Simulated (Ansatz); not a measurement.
# C: the cost of one run

Computed with Ansatz 0.2.0 (DFT PBEsol+D3(BJ), scalar-relativistic, plane waves, PAW, unless a step's input says otherwise).

16 further runs of the same task are left out: 16 set aside as unsound or not needed.

### 1 The starting structure

It takes space group Fmmm (No. 69, orthorhombic). The conventional cell has a = 2.456 Å, b = 4.254 Å, c = 6.696 Å, α = 90.00°, β = 90.00°, γ = 90.00°. C (site symmetry m2m) has 3 C at 1.42 Å as nearest neighbours.

Coordinates:

```
CELL_PARAMETERS angstrom
0.00000 2.12700 3.34800
1.22800 0.00000 3.34800
1.22800 2.12700 0.00000
ATOMIC_POSITIONS crystal
C 0.16667 0.83333 0.16667
C 0.83333 0.16667 0.83333
```

The structure comes from the Crystallography Open Database.

### 6 The grid

Atoms count from 1 in the order of the input.

The energy is mapped over a free internal coordinate and the cell.

- shift of C1 along [0 1 0], its symmetry partners moved as symmetry demands (measured in the relaxed cell): 7 values from −0.15 to 0.15 Å
- volume per atom at fixed shape: 7 values from 8.001 to 9.393 Å³

Nothing else is relaxed (all other coordinates fixed). Energies count from the relaxed crystal. Points are written as (first, second).

(The set-up runs are not shown.)

### 7 Grid point (−0.15 Å, 8.001 Å³)

Contents of input.yaml:

```yaml
crystal:
  lattice:
    - [0.0, 2.0696277651, 3.2332036561]
    - [1.1956910189, 0.0, 3.2332036561]
    - [1.1956910189, 2.0696277651, 0.0]
  atoms:
    - { symbol: C, position: [0.1314621586, 0.8685378414, 0.1314621586] }
    - { symbol: C, position: [0.8685378414, 0.1314621586, 0.8685378414] }
basis:
  ecutwfc: 520.0
kpoints:
  mp_grid: { grid: [16, 16, 16] }
hamiltonian:
  xc: pbesol
  pseudopotentials: { kind: paw, azcp: { folder: soft_1 } }
  dispersion: d3bj
scf:
  occupations: { method: gaussian, width: 0.03 }
output:
  forces: true
  stress: true
  eigenvalues: true
```

On the command line:

```
ansatz run input.yaml --threads 1 --pin off --max-ram 2048MiB --backend cpu --events-out ev --progress --plain --runs-dir out
```

What time and memory should one allow on 1 thread of Arm Neoverse N1, shared host?

About 16 s, with a peak of 0.38 GiB.
